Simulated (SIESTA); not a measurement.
The system is ZnO (zincite).

```xyz
4
Lattice="3.2493 0.0000 0.0000 -1.6247 2.8140 0.0000 0.0000 0.0000 5.2057" Properties=species:S:1:pos:R:3 pbc="T T T"
Zn    1.6247    0.9380    0.0000
Zn    0.0000    1.8760    2.6029
O     0.0000    1.8760    4.5759
O     1.6247    0.9380    1.9730
```

Base run:

* Program: SIESTA 5.4.2
* Functional: PBEsol
* Potentials or basis: PseudoDojo 0.4 standard (PBEsol files)
* Basis: DZP (energy shift 0.003 Ry; two zetas on semicore shells)
* Grid cutoff: 800 Ry
* Energy shift: 0.003 Ry
* k mesh: 9 × 9 × 5
* Occupations: fermi-dirac, width 0.05 eV
* Spin: no spin polarisation

Its results: band gap on the k mesh 0.92 eV, direct; pressure -0.6 GPa; largest force 0.082 eV/Å.

The run is repeated on the same cell with these changes: functional from PBEsol to PBE; potentials or basis from PseudoDojo 0.4 standard (PBEsol files) to PseudoDojo 0.4 standard (PBE files). What comes out?

Band gap on the k mesh 1.01 eV, direct; pressure 5.7 GPa; largest force 0.095 eV/Å.

Caveats: short orbitals over semicore shells can move pressures by several GPa; the valence orbitals were made in a potential fitted to the semicore shell under them, which widens gaps by tenths of an eV or more; the basis of atomic orbitals isn't converged, which shifts pressures, moduli and gaps.

